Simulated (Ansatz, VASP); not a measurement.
# Cross-check of Mo (Mo wire along [100], 16 atoms a period) between VASP and Ansatz

Wanted: the spread between two codes on one cell, functional and k mesh. The structure shown is the start of the Ansatz relaxation below; VASP solves that cell, so the two are compared at the walk's first step.

Program: Ansatz 0.2.0. Level of theory: plane waves, with VASP 6.6.1 beside it; single point at PBE. Results are calculated unless marked as measured.

## (1) Starting point

The cell holds 16 atoms: 16 Mo. Its edges and angles: a = 16.280 Å, b = 16.280 Å, c = 3.160 Å, α = 90.0°, β = 90.0°, γ = 90.0°. Vacuum lies along a and b. The structure's axis is c.

## (2) Ansatz: relaxation, PBE

Ansatz runs on its PAW soft_1 files.

The two programs are compared at the cell with which this relaxation starts, whose forces are those of its first step.

The input, input.yaml:

```yaml
crystal:
  lattice:
    - [16.28, 0.0, 0.0]
    - [0.0, 16.28, 0.0]
    - [0.0, 0.0, 3.16]
  atoms:
    - { symbol: Mo, position: [0.208845209, 0.5, 0.0] }
    - { symbol: Mo, position: [0.402948403, 0.305896806, 0.0] }
    - { symbol: Mo, position: [0.402948403, 0.5, 0.0] }
    - { symbol: Mo, position: [0.402948403, 0.694103194, 0.0] }
    - { symbol: Mo, position: [0.597051597, 0.305896806, 0.0] }
    - { symbol: Mo, position: [0.597051597, 0.5, 0.0] }
    - { symbol: Mo, position: [0.597051597, 0.694103194, 0.0] }
    - { symbol: Mo, position: [0.791154791, 0.5, 0.0] }
    - { symbol: Mo, position: [0.305896806, 0.402948403, 0.5] }
    - { symbol: Mo, position: [0.305896806, 0.597051597, 0.5] }
    - { symbol: Mo, position: [0.5, 0.208845209, 0.5] }
    - { symbol: Mo, position: [0.5, 0.402948403, 0.5] }
    - { symbol: Mo, position: [0.5, 0.597051597, 0.5] }
    - { symbol: Mo, position: [0.5, 0.791154791, 0.5] }
    - { symbol: Mo, position: [0.694103194, 0.402948403, 0.5] }
    - { symbol: Mo, position: [0.694103194, 0.597051597, 0.5] }
kpoints:
  mp_grid: { grid: [1, 1, 26] }
scf:
  occupations: { method: fermi_dirac, width: 0.05 }
hamiltonian:
  xc: pbe
  pseudopotentials: { kind: paw, azcp: { folder: soft_1 } }
relax:
  cell: { fix: [a, b, alpha, beta, gamma] }
  max_steps: 45
  f_tol: 0.03
```

Started as:

```console
ansatz run input.yaml --threads 4 --pin off --max-ram 16384MiB --backend cpu --events-out ev --progress --plain --runs-dir out
```

Numbers of over 12 decimals in the logs are rounded to 6 here.

Log:

```text
Engine: ansatz 0.2.0, x86_64-unknown-linux-gnu
Pseudopotentials: kind: paw
Pseudopotential: Mo, paw, valence charge 14, recommended cutoff 420 eV (normal), soft_1/Mo.paw.azcp
Functional definition: PBE
  parameter kappa = 0.804
  parameter beta = 0.066725
  exchange = pbe_x(kappa = kappa, mu = beta*pi^2/3)
  correlation = pbe_c(beta = beta)
Crystal: 16 atoms, lattice volume = 837.521 Å³
Basis set: ecut = 420 eV, 16427 PW (Γ), exchange–correlation on 240×240×48 points (8 copies of the dense FFT grid, shifted against one another)
Bands: 135, of which v1, the nominal top of the filled ones, is band 112 counted from 1 (111 counted from 0)
Symmetry: 16 space group operations
Space group: P42/mmc (ITA 131), of the structure as read, at distance tolerance 9.4e-5 Å
k-points: 14 of 26
Non-local potential: Mo, projectors of the file, l = 0: 3, l = 1: 2, l = 2: 2, l = 3: 1
PAW form: soft (Blöchl's): semilocal exchange-correlation on the pseudo side does not see the compensation charge
PAW one-centre angular grid: Mo, 590 points (default); XC on 64 Gauss nodes
Initial density: superposition of atomic densities (neutral atoms: chi_scale 0, normalization atom)
Initial wavefunctions: pseudopotential atomic-orbital guess
Functional: x = pbe(κ = 0.804, μ = 0.219515), c = pbe(β = 0.066725)
SCF iter   1: F=—  HF=-79292.021130 eV  |F-HF|=—  |Δ(HF+E_count)|=         —  Δρ=5.90e-2  dr2=1.17e2  ethr=3.10e-3  ⟨swp⟩=9.6  Hψ=8818  notcnv=0
preconditioner: auto → LDOS  [metal: Δε(μ)=0.026 eV  Ē_g=3.923 eV  σ=0.050 eV  W_gap=0.13  n_scr=142 (ndim 8)  ℏωp=12.6 eV  f_vac=0.556  D(μ)=19.31/eV (n_scr^D=98)  β→1.0]
SCF iter   2: F=—  HF=-79284.821706 eV  |F-HF|=—  |Δ(HF+E_count)|=    7.20e0  Δρ=4.98e-2  dr2=9.25e1  ethr=3.10e-3  ⟨swp⟩=4.5  Hψ=5456  notcnv=0  defer=20
SCF iter   3: F=—  HF=-79277.038701 eV  |F-HF|=—  |Δ(HF+E_count)|=    7.78e0  Δρ=1.27e-2  dr2=4.49e0  ethr=3.10e-3  ⟨swp⟩=4.0  Hψ=4935  notcnv=0  defer=18
SCF iter   4: F=—  HF=-79276.502537 eV  |F-HF|=—  |Δ(HF+E_count)|=   5.36e-1  Δρ=4.11e-3  dr2=3.10e-1  ethr=2.00e-3  ⟨swp⟩=2.4  Hψ=3139  notcnv=0  defer=17
SCF iter   5: F=—  HF=-79276.494375 eV  |F-HF|=—  |Δ(HF+E_count)|=   8.16e-3  Δρ=1.61e-3  dr2=5.23e-2  ethr=1.38e-4  ⟨swp⟩=3.3  Hψ=3879  notcnv=0  defer=17
SCF iter   6: F=—  HF=-79276.490627 eV  |F-HF|=—  |Δ(HF+E_count)|=   3.75e-3  Δρ=5.50e-4  dr2=4.63e-3  ethr=2.33e-5  ⟨swp⟩=2.4  Hψ=3161  notcnv=0  defer=17
SCF iter   7: F=—  HF=-79276.491256 eV  |F-HF|=—  |Δ(HF+E_count)|=   6.29e-4  Δρ=2.09e-4  dr2=6.59e-4  ethr=2.07e-6  ⟨swp⟩=3.5  Hψ=3821  notcnv=0  defer=17
SCF iter   8: F=—  HF=-79276.491353 eV  |F-HF|=—  |Δ(HF+E_count)|=   9.66e-5  Δρ=6.89e-5  dr2=5.03e-5  ethr=2.94e-7  ⟨swp⟩=2.0  Hψ=2554  notcnv=0  defer=17
SCF iter   9: F=—  HF=-79276.491427 eV  |F-HF|=—  |Δ(HF+E_count)|=   7.41e-5  Δρ=1.90e-5  dr2=3.96e-6  ethr=2.25e-8  ⟨swp⟩=2.4  Hψ=2703  notcnv=0  defer=17
SCF iter  10: F=—  HF=-79276.491430 eV  |F-HF|=—  |Δ(HF+E_count)|=   3.08e-6  Δρ=6.12e-6  dr2=5.71e-7  ethr=1.77e-9  ⟨swp⟩=3.0  Hψ=3773  notcnv=0  defer=17
SCF iter  11: F=-79276.491431 eV  HF=-79276.491431 eV  |F-HF|=4.73e-8  |Δ(HF+E_count)|=   2.66e-7  Δρ=1.92e-6  dr2=3.32e-8  ethr=4.46e-11  ⟨swp⟩=5.4  Hψ=6926  notcnv=0
SCF 1 converged in 11 iterations: F = -79276.491431 eV  dr2 = 3.32e-8
  greatest PAW one-centre occupation: 0.999 electrons in one spin orbital (limit 2), on the Mo atom at site 5 (counted from 0), in its partial waves of l = 0
relax step   1: F+E_penalty+E_count = -79276.49143064 eV  Δ(F+E_penalty+E_count) = +0.000e0 eV  max|allowed force component| = 2.472e0 eV/Å  Δτ_max = 0.0000 Å  P = -5.466 GPa  Ω = 837.521 Å³  fix = [a, b, alpha, beta, gamma]  reactions: a -4.939, b -4.939 GPa  (11 SCF iters, dr2 threshold 1.00e-7 eV, accepted)
[...]
relax step   5: F+E_penalty+E_count = -79278.52308878 eV  Δ(F+E_penalty+E_count) = -4.665e-3 eV  max|allowed force component| = 2.810e-2 eV/Å  Δτ_max = 0.0105 Å  P = +0.031 GPa  Ω = 816.843 Å³  energy of the carried Pulay correction = +1.430e-3 eV  fix = [a, b, alpha, beta, gamma]  reactions: a +0.007, b +0.007 GPa  (6 SCF iters, dr2 threshold 1.05e-6 eV, accepted)
[...]
relax step   6: F+E_penalty+E_count = -79278.52327667 eV  Δ(F+E_penalty+E_count) = -1.879e-4 eV  max|allowed force component| = 6.777e-3 eV/Å  Δτ_max = 0.0015 Å  P = -0.018 GPa  Ω = 817.219 Å³  energy of the carried Pulay correction = +1.403e-3 eV  fix = [a, b, alpha, beta, gamma]  reactions: a -0.027, b -0.027 GPa  (6 SCF iters, dr2 threshold 1.56e-8 eV, accepted)
[...]
relax step   7: F+E_penalty+E_count = -79278.52161455 eV  Δ(F+E_penalty+E_count) = +1.662e-3 eV  max|allowed force component| = 6.768e-3 eV/Å  Δτ_max = 0.0000 Å  P = -0.016 GPa  Ω = 817.219 Å³  fix = [a, b, alpha, beta, gamma]  reactions: a -0.024, b -0.024 GPa  stress off target by 1.34e-3 GPa on what of the cell is left free  SCF on the basis re-selected at this cell (its energy is not comparable with the rows above)  (7 SCF iters)
basis re-selected at this cell: Δ(F+E_penalty+E_count) = +1.662e-3 eV, ΔP = +0.002 GPa vs the last step (what re-selecting the basis moved, of the pressure what is left beyond the Pulay correction that the steps carried, after the strain that the cell walked since its last selection, with what the two solves' SCF thresholds leave and, on support functions, any second-order correction that the steps lacked; it is no m [...]
SCF converged after 7 iterations
Free energy (F): -79278.521615 eV
Harris-Foulkes:  -79278.521615 eV  (|F-HF|=1.31e-10)
Internal energy: -79278.388297 eV  (E = F + TS)
E sigma→0 (E₀):  -79278.454956 eV
Entropy (-TS):   -0.133318 eV (-8.332 meV/atom)
Fermi energy:    3.688171 eV
--- Per-component energies (eV) ---
  E_band       = -4748.130850
  E_kinetic    = 6753.714355
  E_local      = -146955.039215  (includes V_loc(G=0)·N_el)
  E_nonlocal   = 2395.542644
  E_hartree    = 69560.518513
  E_xc         = -2804.645193
  E_vxc        = -3494.598317  (∫ρ·V_xc dr)
  E_paw        = -51397.307936  (= ΣΔE_a)
  E_vpaw       = -2568.789437  (= ΣTr[D̂ρ^β])
  E_aug_tail   = 0.000781  (compensation charges beyond the density's cutoff)
  E_ewald      = 43168.827754
  E_smearing   = -0.133318  (= −TS)
  E_closure    = -0.000000  (closes the sum)
  Σ components = -79278.521615   (vs F -79278.521615, Δ=0.00e0)
--- Forces (eV/Å), atoms counted from 1 ---
  atom   1  Mo     0.00139304     0.00000000     0.00000000
  atom   2  Mo     0.00043551     0.00149393     0.00000000
  atom   3  Mo    -0.00676783     0.00000000     0.00000000
  atom   4  Mo     0.00043551    -0.00149393     0.00000000
  atom   5  Mo    -0.00043551     0.00149393     0.00000000
  atom   6  Mo     0.00676783     0.00000000     0.00000000
  atom   7  Mo    -0.00043551    -0.00149393     0.00000000
  atom   8  Mo    -0.00139304     0.00000000     0.00000000
  atom   9  Mo     0.00149393     0.00043551     0.00000000
  atom  10  Mo     0.00149393    -0.00043551     0.00000000
  atom  11  Mo     0.00000000     0.00139304     0.00000000
  atom  12  Mo     0.00000000    -0.00676783     0.00000000
  atom  13  Mo     0.00000000     0.00676783     0.00000000
  atom  14  Mo     0.00000000    -0.00139304     0.00000000
  atom  15  Mo    -0.00149393     0.00043551     0.00000000
  atom  16  Mo    -0.00149393    -0.00043551     0.00000000
  max |Σ_I F_I| component: 5.96e-19 eV/Å
--- Stress (GPa, compression-positive) ---
       -0.024427       0.000000       0.000000
        0.000000      -0.024427       0.000000
        0.000000       0.000000       0.001340
  P = ⅓ Tr σ = -0.0158 GPa (-0.158 kbar)
--- Relaxed structure (6 steps of the walk, 6 accepted, 1 SCFs on fresh bases) ---
  F+E_penalty+E_count = -79278.52161455 eV   max|allowed force component| = 6.768e-3 eV/Å   (the final SCF, on the basis selected at the relaxed cell)
  cell:  # Å, volume = 817.2193 Å³
    - [16.28, 0.0, 0.0]
    - [0.0, 16.28, 0.0]
    - [0.0, 0.0, 3.083400]
  atoms:
    - { symbol: Mo, position: [0.224835, 0.5, 0.0] }
    - { symbol: Mo, position: [0.405174, 0.307801, 0.0] }
    - { symbol: Mo, position: [0.403105, 0.5, 0.0] }
    - { symbol: Mo, position: [0.405174, 0.692199, 0.0] }
    - { symbol: Mo, position: [0.594826, 0.307801, 0.0] }
    - { symbol: Mo, position: [0.596895, 0.5, 0.0] }
    - { symbol: Mo, position: [0.594826, 0.692199, 0.0] }
    - { symbol: Mo, position: [0.775165, 0.5, 0.0] }
    - { symbol: Mo, position: [0.307801, 0.405174, 0.500000] }
    - { symbol: Mo, position: [0.307801, 0.594826, 0.500000] }
    - { symbol: Mo, position: [0.5, 0.224835, 0.500000] }
    - { symbol: Mo, position: [0.5, 0.403105, 0.500000] }
    - { symbol: Mo, position: [0.5, 0.596895, 0.500000] }
    - { symbol: Mo, position: [0.5, 0.775165, 0.500000] }
    - { symbol: Mo, position: [0.692199, 0.405174, 0.500000] }
    - { symbol: Mo, position: [0.692199, 0.594826, 0.500000] }
```

Reading the cycles: dr2 is the Hartree energy of the density residual (eV), the measure of convergence; HF is the Harris–Foulkes estimate of the energy, which meets the free energy F at convergence.

[end of part 1 of 2]

[Lines on the potential files, build, host, timing and source positions are cut from VASP's logs without a mark.]

[Logs are printed without paths, hosts, clocks, repeated set-up lines and the standing remarks that a program may print on its own settings, such as how far it seeks lower states.]

[Hosts, paths, dates, database ids (printed as entryN), source tags and the programs' standing remarks are cut or masked in the printed files.]
